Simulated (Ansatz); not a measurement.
# MoS2 in Ansatz: the effect of functional

The system is MoS2, a slab with vacuum.

```
CELL_PARAMETERS angstrom
3.22603 0.00000 0.00000
-1.61301 2.79382 0.00000
0.00000 0.00000 17.56271
ATOMIC_POSITIONS crystal
Mo 0.00000 0.00000 0.00000
S 0.33333 0.66667 0.91051
S 0.33333 0.66667 0.08949
```

The cell isn't the ideal one: volume scaled by 1.04.

Alike in all runs:

* Program: Ansatz 0.2.0
* Task: single point
* Potentials or basis: Ansatz PAW
* k mesh: 10 × 10 × 2
* Occupations: fermi-dirac, width 0.05 eV
* Spin: no spin polarisation

```tsv
functional	cutoff	gap on the mesh (eV)	largest force (eV/Å)
LDA	420 eV (not typed: the program's choice for these potentials)	1.63	0.99
PBEsol	420 eV (not typed: the program's choice for these potentials)	?	?
r2SCAN	500 eV (not typed: the program's choice for these potentials)	1.71	0.61
```

What does the run with functional PBEsol give?

gap on the mesh 1.63 eV; largest force 0.76 eV/Å.

Caveats: the PAW data sets come from PBE, with cores solved anew for the run's functional, which leaves a small shift of forces and pressure.

A k mesh can miss the band edges.
